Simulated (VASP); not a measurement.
Runs of VASP 6.6.1 on HfC. The structure is cubic, space group Fm-3m (No. 225). The conventional cell has a = 4.650 Å, b = 4.650 Å, c = 4.650 Å, α = 90.00°, β = 90.00°, γ = 90.00°. Around Hf (site symmetry m-3m) lie 6 C at 2.33 Å. Around C (site symmetry m-3m) lie 6 Hf at 2.33 Å. 

```tsv
task	level	potentials or basis	spin	U	cell	k mesh	cutoff (eV)	smearing	LDAUTYPE	hund's J	k-point spacing	optimiser	other keys	gap on the mesh (eV)	pressure (GPa)	relaxed volume (Å³/atom)
single point	RPBE	VASP PAW PBE potentials, release 64 (Hf_pv, C)	off	-	as given	10 × 10 × 10	520	gaussian 0.02 eV	-	-	-	-	-	none	3.5	-
relaxation of cell and atoms	PBEsol	VASP PAW PBE potentials, release 64 (Hf, C)	off	-	relaxed from: atoms moved at random, drawn with an rms of 0.15 Å	10 × 10 × 10	580	gaussian 0.05 eV	-	-	-	-	-	none	0.0	12.24
single point	RPBE	VASP PAW PBE potentials, release 64 (Hf_pv, C)	off	-	as given	10 × 10 × 10	520	gaussian 0.1 eV	-	-	-	-	-	none	3.5	-
electron localisation function	r2SCAN+D3(BJ)	VASP PAW PBE potentials, release 64 (Hf_pv, C)	off	-	as given	10 × 10 × 10	520	gaussian 0.05 eV	-	-	-	-	AMIX = 0.2; BMIX = 0.0001; AMIX_MAG = 0.8; BMIX_MAG = 0.0001; …	none	-4.7	-
relaxation of cell and atoms	PBEsol+U	VASP PAW PBE potentials, release 64 (Hf_pv, C_h)	off	Hf d U = 3 eV, J = 0.5 eV	relaxed	-	980	tetrahedron	1	0.5	0.2	BFGS	KSPACING = 0.2	none	-0.1	12.67
single point	TPSS+D3(BJ)	VASP PAW PBE potentials, release 64 (Hf_pv, C_s)	off	-	as given	10 × 10 × 10	400	tetrahedron	-	-	-	-	-	none	-8.8	-
single point	SCAN	VASP PAW PBE potentials, release 64 (Hf_pv, C_h)	SOC, no magnetisation	-	as given	7 × 7 × 7	900	gaussian 0.05 eV	-	-	-	-	-	-	(a)	-
```

Problem. Fill in the values left out.

Solution. (a) -6.2.

Caveats: the PAW data sets were made with another functional, which shifts forces and pressure a little; pairwise dispersion overbinds metals, which lowers pressure and volume (some runs); tetrahedron occupations give inexact forces and stress in metals (some runs); U without spin polarisation on a metal has little footing (some runs); the U is typed as a test and isn't derived for this compound (some runs); the cutoff is under 1.25 times the usual one of these potentials, so pressure, stress and relaxed cells hold a basis-set (Pulay) error (some runs).

A k mesh can miss the band edges, and rows without SOC leave out spin-orbit coupling on Hf.

A gap of «none» marks a metal or a gap under the smearing width.

The runs don't all hold the same shells in valence.

Runs at the PBE level aren't shown here.
